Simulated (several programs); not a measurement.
PbS (h-MgO type) from semi-empirical methods to plane-wave DFT

PbS in the h-MgO-type structure, relaxed with r2SCAN in Ansatz, was computed with several methods. Space group P6_3/mmc (No. 194), hexagonal; conventional cell a = 4.997 Å, c = 5.997 Å, 32.42 Å³ an atom. Pb is surrounded by 5 S at 2.89–3.00 Å; S is surrounded by 5 Pb at 2.89–3.00 Å. Note: simulated data, non-magnetic, for a generated structure that need not be the stable one.

```
CELL_PARAMETERS angstrom
4.99709 0.00000 0.00000
-2.49854 4.32761 0.00000
0.00000 0.00000 5.99707
ATOMIC_POSITIONS crystal
Pb 0.33333 0.66667 0.25000
Pb 0.66667 0.33333 0.75000
S 0.66667 0.33333 0.25000
S 0.33333 0.66667 0.75000
```

Gaps and times are for a single point on this cell; volume and bulk modulus come from each method's own relaxation or energy curve at fixed shape, which is too stiff where a cell has free coordinates or axes. Times are rough, from shared hosts (Arm Neoverse V1), and each method has its own mesh and cell size. A double dagger marks a value from a curve with shape and coordinates held. A star marks a curve whose lowest point is an end point. PM6 (MOPAC), PM7 (MOPAC), GFN1-xTB (tblite), GFN2-xTB (tblite) treat a cluster of cells at its zone centre, which samples few k points: where these miss a band edge, the gap comes out too large for that reason alone. Gaps from k meshes are read at a limited set of points (mesh, symmetry points, PBE's band edges), so each method's own least gap may be somewhat smaller. xTB and the PM methods were fitted mostly to molecules, and can miss a solid's gap by electronvolts. Minimal bases can be far off for gaps. Times of the plane-wave ladder aren't listed, since it ran on unlike processors and cards. Curves at held shape can't give the bulk modulus of a layered or molecular crystal, so none is listed. GLLB-SC's gap includes the derivative discontinuity. G0W0 is at finite bands, cutoff and mesh. d marks a direct gap, i an indirect one (no mark: not told apart), a dash a value that wasn't computed or didn't pass its checks.

```csv
method,kind,gap (eV),own volume (Å³/atom),bulk modulus (GPa),atoms computed,processor time
PBEsol,semilocal,–,31.42,–,4,–
GFN1-xTB (tblite),tight binding,2.30,28.77*‡,–,cluster,1 s
light PBE (260 eV and a coarse mesh),light plane-wave,1.42 d,–,–,4,1.3 s
GFN2-xTB (tblite),tight binding,3.01,–,–,cluster,2.1 s
PM7 (MOPAC),semi-empirical,7.26,–,–,cluster,3 s
PM6 (MOPAC),semi-empirical,5.21,–,–,cluster,3.1 s
PBE,semilocal,1.42 d,33.02,–,4,–
LDA,semilocal,1.28 d,30.48,–,4,–
PBE/SZV (CP2K),small basis,0.64 d,30.39‡,–,4,6.7 s
r2SCAN,semilocal,1.72 d,32.42,–,4,–
PBE/DZVP (CP2K),small basis,1.36 d,33.06‡,–,4,13 s
PBE/single zeta (GPAW),small basis,1.39 d,–,–,4,14 s
PBE+SOC,semilocal,0.71 d,–,–,4,–
GLLB-SC (GPAW),model potential,2.58,–,–,4,110 s
DDH-PBE0,hybrid,1.91 d,–,–,4,–
PBE0,hybrid,2.58 d,–,–,4,–
HSE06,hybrid,1.96 d,–,–,4,–
G0W0@PBE (120 eV screening cutoff),many-body,1.80,–,–,4,–
G0W0@r2SCAN (140 eV screening cutoff),many-body,1.99,–,–,4,–
```

Against HSE06 (1.96 eV) and with closed or daggered gaps left aside, the nearest gap at the points sampled is that of G0W0@r2SCAN (140 eV screening cutoff) (+0.03 eV) and the farthest that of PM7 (MOPAC) (+5.30 eV). HSE06 is only a yardstick of convenience, and nearness to it can be luck.

Volumes against r2SCAN's: PBEsol -3.1 %, PBE +1.8 %, LDA -6.0 %.

Only the rows marked +SOC include spin-orbit coupling.
